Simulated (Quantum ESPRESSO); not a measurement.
**KF (Carobbiite) under changes of volume**

One of the cells (19.074 Å³/atom); the others are scaled copies at fixed shape and fractional positions:

```
K F
1.0
     0.00000    2.67185    2.67185
     2.67185    0.00000    2.67185
     2.67185    2.67185    0.00000
K F
1 1
Direct
  0.00000 0.00000 0.00000
  0.50000 0.50000 0.50000
```

| Property | Result |
| --- | --- |
| Program | Quantum ESPRESSO 7.5 |
| Functional | r2SCAN |
| Potentials or basis | SG15 PBE 1.2 |
| Cutoff | 1197 eV |
| Density cutoff | 4789 eV |
| k mesh | 7 × 7 × 7 |
| Occupations | fermi-dirac, width 0.05 eV |
| Spin | no spin polarisation |

| volume (Å³/atom) | energy over the lowest point (meV/atom) | pressure (GPa) | gap on the mesh (eV) |
| --- | --- | --- | --- |
| 17.929 | ? | ? | ? |
| 18.311 | 1.04 | 0.8 | 7.03 |
| 18.692 | 0.00 | 0.0 | 6.92 |
| 19.074 | 0.70 | -0.7 | 6.81 |
| 19.455 | 2.95 | -1.3 | 6.70 |
| 19.837 | 6.56 | -1.8 | 6.60 |
| 20.218 | 11.39 | -2.3 | 6.51 |

Q: What does the run at 17.929 Å³/atom give?

A: Energy over the lowest point 4.06 meV/atom; pressure 1.7 GPa; gap on the mesh 7.15 eV.

Worked out: A Birch-Murnaghan fit of order 3 (a polynomial in V^(-2/3)) to the other rows has its minimum at 18.72 Å³/atom with B0 = V·E''(V) = 36 GPa and B' = 4.9. It gives 4.05 meV/atom at 17.929 Å³/atom, against the run's 4.06, and -dE/dV = 1.7 GPa, against 1.7. A straight line through the other rows of the gap, of slope -5.29 eV per unit of ln V (its deformation potential), extrapolates to 7.14 eV, against the run's 7.15.

Energies are extrapolated to zero smearing.

Caveats: the potentials were made for another functional, which shifts forces and pressure.
